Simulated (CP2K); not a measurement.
Crystal: NaCl.

```
Cl Na
1.0
     3.95140    0.00000    0.00000
     1.97570    3.42201    0.00000
     1.97570    1.14067    3.22631
Cl Na
1 1
Direct
  0.50000 0.50000 0.50000
  0.00000 0.00000 0.00000
```

The cell is a database's computed one.

Base run:

| Item | Value |
| --- | --- |
| Program | CP2K 2026.2 |
| Functional | PBE |
| Potentials or basis | POTENTIAL_UZH Cl GTH-PBE0-q7, Na GTH-PBE0-q9; DZVP-MOLOPT-SR-GTH basis |
| Density cutoff | 17687 eV |
| k mesh | 8 × 8 × 8 |
| Occupations | fermi-dirac, width 0.05 eV |
| Spin | no spin polarisation |

Its results: band gap on the k mesh 5.15 eV, direct; pressure 1.5 GPa.

The run is repeated on the same cell with these changes: potentials or basis from POTENTIAL_UZH Cl GTH-PBE0-q7, Na GTH-PBE0-q9; DZVP-MOLOPT-SR-GTH basis to POTENTIAL_UZH Cl GTH-SCAN-q7, Na GTH-SCAN-q9; DZVP-MOLOPT-SR-GTH basis; potentials from Cl GTH-PBE0-q7 of POTENTIAL_UZH, Na GTH-PBE0-q9 of POTENTIAL_UZH to Cl GTH-SCAN-q7 of POTENTIAL_UZH, Na GTH-SCAN-q9 of POTENTIAL_UZH. What comes out?

Band gap on the k mesh 5.24 eV, direct; pressure 1.7 GPa.

Caveats: the basis of atomic orbitals isn't converged, which shifts pressures, moduli and gaps; the potentials were made for another functional, which shifts forces and pressure (some runs).

